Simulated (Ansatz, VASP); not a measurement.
This is a calculation of Rh for Ansatz 0.2.0.

The input input.yaml:

```yaml
crystal:
  lattice:
    - [2.7845412492, 0.0, 0.0]
    - [-1.3922706246, 2.4114834597, 0.0]
    - [0.0, 0.0, 4.5153441684]
  atoms:
    - { symbol: Rh, position: [0.3333333333, 0.6666666667, 0.25] }
    - { symbol: Rh, position: [0.6666666667, 0.3333333333, 0.75] }
hamiltonian:
  xc: pbesol
  pseudopotentials: { kind: paw }
kpoints:
  mp_grid: { grid: [11, 11, 6] }
scf:
  occupations: { method: fermi_dirac, width: 0.05 }
output:
  forces: true
  stress: true
  eigenvalues: true
```

Potentials or basis: Ansatz PAW.

Run with:

```console
$ ansatz run input.yaml --threads 1 --pin off --max-ram 3584MiB --backend cpu --events-out ev --progress --plain --runs-dir out
```

**Question.** Set up the same calculation for VASP 6.6.1. Potentials there: VASP PAW PBE potentials, release 64 (Rh_pv).

**Answer.** As run (the cutoff follows the program's own potentials):

Contents of INCAR:

```
SYSTEM = Rh
ALGO = Fast
EDIFF = 1E-7
ENCUT = 520
GGA = PS
ISIF = 2
ISMEAR = -1
LASPH = .True.
LCHARG = .False.
LREAL = .False.
LWAVE = .False.
NBANDS = 22
NELM = 100
PREC = Accurate
SIGMA = 0.05
```

Contents of KPOINTS:

```
k-points
0
Gamma
  11 11 6
  0 0 0
```

Contents of POSCAR:

```
Rh
1.0
    2.7845412492      0.0000000000      0.0000000000
   -1.3922706246      2.4114834597      0.0000000000
    0.0000000000      0.0000000000      4.5153441684
Rh
2
Direct
    0.3333333333      0.6666666667      0.2500000000
    0.6666666667      0.3333333333      0.7500000000
```

Potentials or basis: VASP PAW PBE potentials, release 64 (Rh_pv).

Launch:

```sh
$ cat potpaw_PBE.64/Rh_pv/POTCAR > POTCAR
$ mpirun -np 1 vasp_std > vasp.out
```

Both were run:

|  | VASP | Ansatz | Ansatz less VASP |
| --- | --- | --- | --- |
| gap on the k mesh at the Fermi level (eV) | none | none | - |
| pressure (GPa) | -24.5 | -24.5 | -0.03 |
| largest component of the traceless stress (GPa) | 1.02 | 1.02 | +0.003 |

A gap of «none» marks a metal or a gap that the smearing closes. With one functional, cell and mesh, what is left measures potentials, basis and numerics. The two sets of potentials don't hold the same shells in valence.

Caveats: so large a pressure means that the cell lies far from this level's equilibrium, or that cutoff or potentials fall short (VASP); the potentials were made for another functional, which shifts forces and pressure (VASP); the PAW data sets come from PBE, with cores solved anew for the run's functional, which leaves a small shift of forces and pressure (Ansatz).
